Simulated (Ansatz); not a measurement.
Here is an Ansatz 0.2.0 calculation.

File input.yaml:

```yaml
crystal:
  lattice:
    - [2.4873648738, 0.0, 0.0]
    - [-1.2436824369, 2.1541211692, 0.0]
    - [0.0, 0.0, 4.0632895034]
  atoms:
    - { symbol: Co, position: [0.3333333333, 0.6666666667, 0.740139], spin: 0.68 }
    - { symbol: Co, position: [0.6666666667, 0.3333333333, 0.259861], spin: -2.21 }
hamiltonian:
  xc: pbesol
  pseudopotentials: { kind: paw }
magnetization:
  spin_polarized: true
kpoints:
  mp_grid: { grid: [12, 12, 7] }
scf:
  occupations: { method: fermi_dirac, width: 0.05 }
output:
  forces: true
  stress: true
  eigenvalues: true
```

Potentials or basis: Ansatz PAW.

Run with:

```bash
$ ansatz run input.yaml --threads 2 --pin off --max-ram 5632MiB --backend cpu --events-out ev --progress --plain --runs-dir out
```

Q: Estimate the site moments.

A: Co -1.70 μB.

Q: Predict the pressure.

A: -9.3 GPa.

Forces on the atoms (eV/Å):
```
Co   0.000  0.000  0.442
Co   0.000  0.000 -0.443
```

Caveat: the PAW data sets come from PBE, with cores solved anew for the run's functional, which leaves a small shift of forces and pressure; the starting moments weren't kept.
